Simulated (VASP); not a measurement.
# Cu: equation of state with PBE

The system is Cu.

```
Cu
1.0
    -1.44279    1.44279    1.37608
     1.44279   -1.44279    1.37608
     1.44279    1.44279   -1.37608
Cu
1
Direct
  0.00000 0.00000 0.00000
```

This isn't the form of Cu at room conditions, which is fcc.

```
Program             : VASP 6.6.1
Task                : equation of state
Functional          : PBE
Potentials or basis : VASP PAW PBE potentials, release 64 (Cu)
Cutoff              : 520 eV
k mesh              : 13 × 13 × 13
Occupations         : fermi-dirac, width 0.05 eV
Spin                : no spin polarisation
```

```yaml
Equilibrium_volume: 12.07 Å³/atom
Bulk_modulus_at_fixed_shape_and_positions: 135 GPa
Pressure_derivative_of_the_bulk_modulus: 5.1
```

Energy against volume, from the lowest point:
```tsv
volume (Å³/atom)	energy (meV/atom)
10.771	73.80
11.000	47.88
11.229	28.26
11.458	14.25
11.687	5.23
11.916	0.63
12.146	0.00
```

All runs of the series together: 87 s on 1 thread of AMD EPYC 9R45 (Zen 5) (shared host).

Caveat: the cell was scaled at fixed shape and fractional positions, which overstates the stiffness of a crystal with free parameters, most of all of layers and chains.
